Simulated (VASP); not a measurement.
TePb: single point with HSE06

Crystal: TePb.

```xyz
2
Lattice="0.0000 3.2310 3.2310 3.2310 0.0000 3.2310 3.2310 3.2310 0.0000" Properties=species:S:1:pos:R:3 pbc="T T T"
Pb    0.0000    0.0000    0.0000
Te    3.2310    3.2310    3.2310
```

* Program: VASP 6.6.1
* Task: single point
* Functional: HSE06
* Potentials or basis: VASP PAW PBE potentials, release 64 (Pb_d, Te)
* Cutoff: 520 eV
* k mesh: 3 × 3 × 3
* Occupations: fermi-dirac, width 0.05 eV
* Spin: spin-orbit coupling, no magnetisation
* Grid for exact exchange (PRECFOCK): Fast
* Screening parameter: 0.2 1/A
* Further INCAR settings: ALGO = Normal; EDIFF = 1e-06

The pressure is 0.7 GPa and the valence electrons inside the program's atomic spheres are Pb 11.89; Te 3.50.

Run time: 6.7 min on 1 thread of Intel(R) Xeon(R) Platinum 8559C (Emerald Rapids), with other jobs on the host, peak memory 0.48 GiB.

Caveat: the k mesh is coarse (spacing up to 0.56 Å⁻¹), so the values aren't converged, least of all with exact exchange; the PAW data sets were made with another functional, which shifts forces and pressure a little.
